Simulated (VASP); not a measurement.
Wanted: the native input for a VASP 6.6.1 run.

| Quantity | Value |
| --- | --- |
| Task | band structure |
| Functional | BLYP |
| Potentials or basis | VASP PAW PBE potentials, release 64 (Mn_pv, O) |
| Cutoff | 520 eV |
| k mesh | 7 × 7 × 7 |
| Occupations | fermi-dirac, width 0.05 eV |
| Spin | collinear spin, ferromagnetic start |
| Starting moments | [4.0, 0.0] μB |
| Further INCAR settings | ALGO = Normal; EDIFF = 1e-07; NBANDS = 20 |

The structure of MnO lies in POSCAR:

```
MnO
1.0
    2.9712935166     -1.7169813801      0.0000000000
    2.9712935166      1.7169813801      0.0000000000
   -1.9846287531      0.0000000000      2.8103092467
Mn O
1 1
Direct
    0.5001990000      0.5001990000      0.5006650000
    0.7498025000      0.7498025000      0.2493360000
```

The cell comes from a database or a generator and needn't be the stable form of this composition.

One way to write it, as run:

INCAR

```
SYSTEM = MnO
  PREC = Accurate
  ENCUT = 520
  EDIFF = 1E-7
  ISMEAR = -1
  SIGMA = 0.05
  LREAL = .False.
  LASPH = .True.
  NELM = 150
  ALGO = Normal
  ISIF = 2
  LWAVE = .False.
  LCHARG = .False.
  ISPIN = 2
  MAGMOM = 4 0
  LORBIT = 11
  LMAXMIX = 4
  GGA = B5
  ALDAX = 1.0
  AGGAX = 1.0
  AGGAC = 1.0
  ALDAC = 0.0
  NBANDS = 20
```

KPOINTS

```
regular mesh
0
Gamma
  7 7 7
  0 0 0
```

KPOINTS_OPT

```
path XGY,LGZ,NGM,RG
10
line-mode
reciprocal
 0.0000000000  0.0000000000 -0.5000000000  X
 0.0000000000  0.0000000000  0.0000000000  G

 0.0000000000  0.0000000000  0.0000000000  G
 0.5000000000  0.0000000000  0.0000000000  Y

 0.5000000000  0.0000000000 -0.5000000000  L
 0.0000000000  0.0000000000  0.0000000000  G

 0.0000000000  0.0000000000  0.0000000000  G
-0.5000000000 -0.5000000000  0.5000000000  Z

-0.5000000000 -0.5000000000  0.0000000000  N
 0.0000000000  0.0000000000  0.0000000000  G

 0.0000000000  0.0000000000  0.0000000000  G
 0.0000000000 -0.5000000000  0.5000000000  M

 0.0000000000 -0.5000000000  0.0000000000  R
 0.0000000000  0.0000000000  0.0000000000  G
```

Potentials or basis: VASP PAW PBE potentials, release 64 (Mn_pv, O).

Launch:

```bash
$ cat potpaw_PBE.64/Mn_pv/POTCAR potpaw_PBE.64/O/POTCAR > POTCAR
$ mpirun -np 1 vasp_std > vasp.out
```

It gave:

| Property | Result |
| --- | --- |
| Pressure | -0.1 GPa |
| Band gap along the path | none (metal or under the smearing width) |
| Net moment | 4.99 μB per cell |
| Site moments | Mn +4.42; O +0.23 μB |
| Valence electrons inside the program's atomic spheres | Mn 11.37; O 4.98 |

Caveat: the PAW data sets were made with another functional, which shifts forces and pressure a little; a cell with one magnetic atom can't hold antiferromagnetic order, which such compounds often take; semilocal functionals often make such compounds metallic where correlation or magnetic order opens a gap, which also shifts bond lengths.

It took 2.3 min on 1 thread of Intel(R) Xeon(R) Platinum 8488C (Sapphire Rapids), on a shared host, peak memory 0.28 GiB.
